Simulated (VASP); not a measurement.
Runs of VASP 6.6.1 on Te. It takes space group R-3m (No. 166, trigonal). The conventional cell has a = 4.612 Å, b = 4.612 Å, c = 5.073 Å, α = 90.00°, β = 90.00°, γ = 120.00°. Te (site symmetry -3m) has 6 Te at 3.15 Å as nearest neighbours. This isn't the form of Te at room conditions, which is trigonal, of chains.

```tsv
level	other keys	gap on the mesh (eV)	pressure (GPa)	relaxed volume (Å³/atom)
PBE+D2	-	none	0.0	31.14
PBE+dDsC	-	none	0.0	(b)
PBE+TS	-	none	0.0	32.02
PBE+MBD-FI	-	none	0.0	(a)
PBE+MBD	-	none	0.0	32.10
PBE	LASPH = no; LMAXMIX = 4	none	0.0	32.84
PBE+rVV10	-	none	0.0	32.27
PBE+D4	-	none	0.0	-
```

Alike in all rows: task relaxation of cell and atoms; potentials or basis VASP PAW PBE potentials, release 64 (Te); no spin polarisation; cell relaxed; k mesh 9 × 9 × 9; cutoff (eV) 600; smearing fermi-dirac 0.05 eV.

Task: Fill in the values left out.

Result: (a) 31.98; (b) 31.79.

Caveats: pairwise dispersion overbinds metals, which lowers pressure and volume (some runs); atom-pairwise D2, TS and ULG terms overbind metals (some runs); the relaxation stopped at its first step, so nothing moved (some runs).

A k mesh can miss the band edges, and the runs leave out spin-orbit coupling on Te.

A gap of «none» marks a metal or a gap under the smearing width.
